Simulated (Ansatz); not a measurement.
**How far is PAW off for ZrC?**

```
Zr C
1.0
     0.00000    2.54518    2.54518
     2.54518    0.00000    2.54518
     2.54518    2.54518    0.00000
Zr C
1 1
Cartesian
  0.0000 0.0000 0.0000
  1.2726 1.2726 1.2726
```

Atom numbers follow the list: Zr1, C2.

The structure comes from a relaxation in the same program, started in the zincblende type, and has space group F-43m. Whether it is a known phase or the ground state wasn't checked.

All numbers are computed: DFT, PBE, PAW with Ansatz's default frozen-core files, scalar-relativistic (Ansatz 0.2.0); DFT, PBE, all-electron PAW with datasets made for the crystal, scalar-relativistic (Ansatz 0.2.0); DFT, PBE, all-electron LAPW, scalar-relativistic (Ansatz 0.2.0).

For PAW: a Γ-centred 11×11×11 k mesh, Fermi–Dirac smearing of 0.03 eV, cutoff 420 eV, no spin polarisation. The crystal-made all-electron datasets (AE datasets) take a cutoff of 300 eV at this cell. LAPW targets a basis error of 1 meV/atom. The Ansatz runs share mesh, smearing and spin set-up. Plane-wave (PAW) pressures include the program's estimate of the Pulay term.

Stress and pressure are positive in compression.

Levels count from the top of the valence band.

```tsv
quantity	PAW	AE datasets	LAPW
pressure (GPa)	0.00	0.03	0.02
band gap (eV)	0.481	0.481	0.481
highest filled level at Γ (eV)	-2.285	-2.284	-2.284
lowest empty level at Γ (eV)	3.056	3.056	3.056
highest filled level at X (eV)	0.000	0.000	0.000
lowest empty level at X (eV)	0.635	0.635	0.635
```
